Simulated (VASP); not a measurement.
# Zr (P6_3/mmc) in VASP: settings compared, part 2 of 2

VASP 6.6.1. Earlier steps stand in the parts before.

### 3 Relaxation of cell and atoms, RPBE

The input, INCAR:

```
SYSTEM = Zr
  ALGO = Normal
  EDIFF = 1E-7
  EDIFFG = -0.005
  ENCUT = 600
  GGA = RP
  IBRION = 2
  ISIF = 3
  ISMEAR = 0
  LASPH = .TRUE.
  LCHARG = .FALSE.
  LREAL = .FALSE.
  LWAVE = .FALSE.
  NELM = 60
  NSW = 90
  PREC = Accurate
  SIGMA = 0.1
```

The input, KPOINTS:

```
k-points
0
G
  15 15 8
  0 0 0
```

The input, POSCAR:

```
Zr
1.0
    3.2392314100      0.0000000000      0.0000000000
   -1.6196157100      2.8052566900      0.0000000000
    0.0000000000      0.0000000000      5.1722200000
Zr
2
Direct
    0.3333333300      0.6666666700      0.2500000000
    0.6666666700      0.3333333300      0.7500000000
```

Potentials or basis: VASP PAW PBE potentials, release 64 (Zr_sv).

Launch:

```sh
cat potpaw_PBE.64/Zr_sv/POTCAR > POTCAR
mpirun -np 1 vasp_std > vasp.out
```

OUTCAR:

```text
SYSTEM = Zr
   EDIFF = 1E-7
   EDIFFG = -0.005
   ENCUT = 600
   GGA = RP
   IBRION = 2
   ISIF = 3
   ISMEAR = 0
   LASPH = .TRUE.
   LREAL = .FALSE.
   NELM = 60
   NSW = 90
   PREC = Accurate

 ion  position               nearest neighbor table
   1  0.333  0.667  0.250-   2 3.19   2 3.19   2 3.19   2 3.19   2 3.19   2 3.19
   2  0.667  0.333  0.750-   1 3.19   1 3.19   1 3.19   1 3.19   1 3.19   1 3.19

  LATTYP: Found a hexagonal cell.
 ALAT       =     3.2392314100
 C/A-ratio  =     1.5967429755

  Lattice vectors:

 A1 = (   3.2392314100,   0.0000000000,   0.0000000000)
 A2 = (  -1.6196157100,   2.8052566900,   0.0000000000)
 A3 = (   0.0000000000,   0.0000000000,   5.1722200000)

Analysis of symmetry for initial positions (statically):
=====================================================================
 Subroutine PRICEL returns:
 Original cell was already a primitive cell.

 Routine SETGRP: Setting up the symmetry group for a
 hexagonal supercell.

 Subroutine GETGRP returns: Found 24 space group operations
 (whereof 12 operations were pure point group operations)
 out of a pool of 24 trial point group operations.

The static configuration has the point symmetry D_3d.
 The point group associated with its full space group is D_6h.

Analysis of symmetry for dynamics (positions and initial velocities):
=====================================================================
 Subroutine PRICEL returns:
 Original cell was already a primitive cell.

 Routine SETGRP: Setting up the symmetry group for a
 hexagonal supercell.

 Subroutine GETGRP returns: Found 24 space group operations
 (whereof 12 operations were pure point group operations)
 out of a pool of 24 trial point group operations.

The dynamic configuration has the point symmetry D_3d.
 The point group associated with its full space group is D_6h.

 Subroutine INISYM returns: Found 24 space group operations
 (whereof 12 operations are pure point group operations),
 and found     1 'primitive' translations

----------------------------------------------------------------------------------------

                                     Primitive cell

  volume of cell :      46.9993

  direct lattice vectors                    reciprocal lattice vectors
     3.239231410  0.000000000  0.000000000     0.308715208  0.178236809  0.000000000
    -1.619615710  2.805256690  0.000000000     0.000000000  0.356473617  0.000000000
     0.000000000  0.000000000  5.172220000     0.000000000  0.000000000  0.193340577

  length of vectors
     3.239231410  3.239231413  5.172220000     0.356473618  0.356473617  0.193340577

  position of ions in fractional coordinates (direct lattice)
     0.333333330  0.666666670  0.250000000
     0.666666670  0.333333330  0.750000000

  ion indices of the primitive-cell ions
   primitive index   ion index
                 1           1
                 2           2

----------------------------------------------------------------------------------------

 KPOINTS: k-points

Automatic generation of k-mesh.
 Grid dimensions read from file:
 generate k-points for:   15   15    8

 Generating k-lattice:

  Cartesian coordinates                     Fractional coordinates (reciprocal lattice)
[... 47 lines left out ...]
   ions per type =               2
   NGX,Y,Z   is equivalent  to a cutoff of  14.37, 14.37, 13.50 a.u.
   NGXF,Y,Z  is equivalent  to a cutoff of  28.74, 28.74, 27.00 a.u.
 SYSTEM =  Zr
   PREC   = accura    normal or accurate (medium, high low for compatibility)
   ISTART =      0    job   : 0-new  1-cont  2-samecut
   ICHARG =      2    charge: 1-file 2-atom 10-const
   ISPIN  =      1    spin polarized calculation?
   LNONCOLLINEAR =      F non collinear calculations
   LSORBIT =      F    spin-orbit coupling
   LASPH  =      T    aspherical Exc in radial PAW
   ENCUT  =  600.0 eV  44.10 Ry    6.64 a.u.   6.47  6.47 10.33*2*pi/ulx,y,z
   NELM   =     60;   NELMIN=  2; NELMDL= -5     # of ELM steps
   EDIFF  = 0.1E-06   stopping-criterion for ELM
   LREAL  =      F    real-space projection
   EDIFFG = -.5E-02   stopping-criterion for IOM
   NSW    =     90    number of steps for IOM
   IBRION =      2    ionic relax: 0-MD 1-quasi-New 2-CG
   NFREE  =      1    steps in history (QN), initial steepest desc. (CG)
   ISIF   =      3    stress and relaxation
   ISYM   =      2    0-nonsym 1-usesym 2-fastsym
   POTIM  = 0.5000    time-step for ionic-motion
   TEBEG  =    0.0;   TEEND  =   0.0 temperature during run
   PSTRESS=    0.0 pullay stress
   NELECT =      24.0000    total number of electrons
   NUPDOWN=      -1.0000    fix difference up-down
   EMIN   =  10.00;   EMAX   =-10.00  energy-range for DOS
   EFERMI =   0.00;   METHOD = LEGACY
   ISMEAR =     0;   SIGMA  =   0.10  broadening in eV -4-tet -1-fermi 0-gaus
   EFERMI_NEDOS =   21; number of points for ismear=-14 and -15
   IALGO  =     38    algorithm
   IMIX   =      4    mixing-type and parameters
     AMIX     =   0.40;   BMIX     =  1.00
     AMIX_MAG =   1.60;   BMIX_MAG =  1.00
  volume/ion in A,a.u.               =      23.50       158.58
  Fermi-wavevector in a.u.,A,eV,Ry     =   1.308523  2.472750 23.296340  1.712233
  Thomas-Fermi vector in A             =   2.439184
   LORBIT       =      0    0 simple, 1 ext, 2 COOP (PROOUT), +10 PAW based schemes
   GGA     = RP    functional components
   LHFCALC =     F    Hartree Fock is set to
   AEXX    =    0.0000 exact exchange contribution
   IVDW    =     0    specifies the selected vdW correction
   LEPSILON=     F    determine dielectric tensor
   LRPA    =     F    only Hartree local field effects (RPA)
 conjugate gradient relaxation of ions
 non-spin polarized calculation
 Gauss-broadening in eV      SIGMA  =   0.10
  energy-cutoff  :      600.00
  volume of cell :       47.00
 maximum number of plane-waves:      1592
 NGX is ok and might be reduce to    28
   NGX = 13   NGY = 13   NGZ = 21

--------------------------------------- Ionic step        1  -------------------------------------------

 number of electron      24.0000000 magnetization

 Free energy of the ion-electron system (eV)
  ---------------------------------------------------
  ext. energy  EPLUGINS =         0.00000000
  ---------------------------------------------------
  free energy    TOTEN  =       -16.19472318 eV

  energy without entropy =      -16.18503892  energy(sigma->0) =      -16.18988105

------------------------ aborting loop because EDIFF is reached ----------------------------------------

  FORCE on cell =-STRESS in cart. coord.  units (eV):
  Direction    XX          YY          ZZ          XY          YZ          ZX
  --------------------------------------------------------------------------------------
  -------------------------------------------------------------------------------------
  Total        0.5101307      0.5101307      0.5408155     -0.0000000      0.0000000      0.0000000
  in kB       17.3900342     17.3900342     18.4360603     -0.0000000      0.0000000      0.0000000
  external PRESSURE =      17.7387096 kB  Pullay stress =       0.0000000 kB
[... 239 lines left out ...]
--------------------------------------- Ionic step        8  -------------------------------------------

 number of electron      24.0000000 magnetization

 Free energy of the ion-electron system (eV)
  ---------------------------------------------------
  ext. energy  EPLUGINS =         0.00000000
  ---------------------------------------------------
  free energy    TOTEN  =       -16.19963376 eV

  energy without entropy =      -16.18992109  energy(sigma->0) =      -16.19477742

 E-fermi :   8.7872     XC(G=0): -10.8782

 val. band max:        8.7838983635   @ k =   0.0000   0.0000   0.3750
 cond. band min:       8.7929913569   @ k =   0.4000   0.2000   0.2500
 fundamental gap:      0.0090929934
 Fermi energy:         8.7872412748

 k-point     1 :       0.0000    0.0000    0.0000
  band No.  band energies     occupation
      1     -40.1612      2.00000
      2     -40.0257      2.00000
      3     -18.6313      2.00000
      4     -17.8371      2.00000
      5     -17.8371      2.00000
      6     -17.7222      2.00000
[... 433 lines left out ...]
      3     -18.4014      2.00000
      4     -18.2519      2.00000
      5     -18.1781      2.00000
      6     -18.1408      2.00000
[... 8 lines left out ...]
     15      10.3392      0.00000
     16      12.8404      0.00000

 [... further k-points ...]

------------------------ aborting loop because EDIFF is reached ----------------------------------------

  FORCE on cell =-STRESS in cart. coord.  units (eV):
  Direction    XX          YY          ZZ          XY          YZ          ZX
  --------------------------------------------------------------------------------------
  -------------------------------------------------------------------------------------
  Total        0.0003930      0.0003930     -0.0004512     -0.0000000     -0.0000000      0.0000000
  in kB        0.0131431      0.0131431     -0.0150912     -0.0000000     -0.0000000      0.0000000
  external PRESSURE =       0.0037316 kB  Pullay stress =       0.0000000 kB
[... 17 lines left out ...]
  FREE ENERGIE OF THE ION-ELECTRON SYSTEM (eV)
  ---------------------------------------------------
  free  energy   TOTEN  =       -16.1996337571 eV

  energy  without entropy=      -16.1899210900  energy(sigma->0) =      -16.19477742

 reached required accuracy - stopping structural energy minimisation
```

CONTCAR:

```text
Zr
   1.00000000000000
     3.2604603342069027   -0.0000000000379080   -0.0000000000000000
    -1.6302301721690491    2.8236414776811527    0.0000000000000000
     0.0000000000000000    0.0000000000000000    5.2034731635996812
  Zr
     2
Direct
     0.3333333300000021    0.6666666699999979    0.2500000000000000
     0.6666666699999979    0.3333333300000021    0.7500000000000000

  0.00000000E+00  0.00000000E+00  0.00000000E+00
  0.00000000E+00  0.00000000E+00  0.00000000E+00
```

Run time: 5.6 min. Hardware: 1 thread of AMD EPYC 9R45 (Zen 5), shared host; peak memory 0.23 GiB.

Results:

| Quantity | Value |
| --- | --- |
| Free energy | -16.1996 eV |
| Relaxed volume | 23.95 Å³/atom |
| Relaxed cell | a = 3.260 Å, b = 3.260 Å, c = 5.203 Å, α = 90.00°, β = 90.00°, γ = 120.00° |
| Space group after relaxing (to 0.05 Å) | P6_3/mmc (No. 194) |
| Energy gained by relaxing | 2.5 meV/atom |
| Ionic steps | 8 |
| Pressure after relaxing | 0.0 GPa |
| Band gap on the k mesh | none (metal or under the smearing width) |

The path:
| step | energy change (eV) | largest force (eV/Å) | pressure (GPa) | volume (Å³) |
| --- | --- | --- | --- | --- |
| 1 | 0.0000 | 0.0000 | 1.77 | 47.00 |
| 2 | -0.0004 | 0.0000 | -1.60 | 48.79 |
| 3 | -0.0049 | 0.0000 | 0.00 | 47.90 |
| 4 | -0.0049 | 0.0000 | 0.03 | 47.88 |
| 5 | -0.0049 | 0.0000 | 0.03 | 47.89 |
| 6 | -0.0049 | 0.0000 | 0.03 | 47.89 |
| 7 | -0.0049 | 0.0000 | -0.03 | 47.92 |
| 8 | -0.0049 | 0.0000 | 0.00 | 47.91 |

Final structure:
```
Zr
1.0
     3.26046    0.00000    0.00000
    -1.63023    2.82364    0.00000
     0.00000    0.00000    5.20347
Zr
2
Direct
  0.33333 0.66667 0.25000
  0.66667 0.33333 0.75000
```

Caveat: the PAW data sets were made with another functional, which shifts forces and pressure a little.
